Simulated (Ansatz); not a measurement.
The system is TaN.

```
Ta N
1.0
     2.93800    0.00000    0.00000
    -1.46900    2.54438    0.00000
     0.00000    0.00000    2.88300
Ta N
1 1
Direct
  0.00000 0.00000 0.50000
  0.66667 0.33333 0.00000
```

Base run:

| Item | Value |
| --- | --- |
| Program | Ansatz 0.2.0 |
| Functional | PBEsol |
| Potentials or basis | Ansatz PAW |
| Cutoff | 420 eV (not typed: the program's choice for these potentials) |
| k mesh | 10 × 10 × 9 |
| Occupations | fermi-dirac, width 0.05 eV |
| Spin | no spin polarisation |
| Hubbard terms | Ta d U = 5 eV |

Its results: band gap on the k mesh none (metal or under the smearing width); pressure -0.1 GPa.

Problem. The run is repeated on the same cell with these changes: hubbard terms from Ta d U = 5 eV to none; hubbard projectors from ortho-atomic (the default) to none. What comes out?

Solution. Band gap on the k mesh none (metal or under the smearing width); pressure -4.9 GPa.

Caveats: the PAW data sets come from PBE, with cores solved anew for the run's functional, which leaves a small shift of forces and pressure; U without spin polarisation on a metal has little footing (some runs).
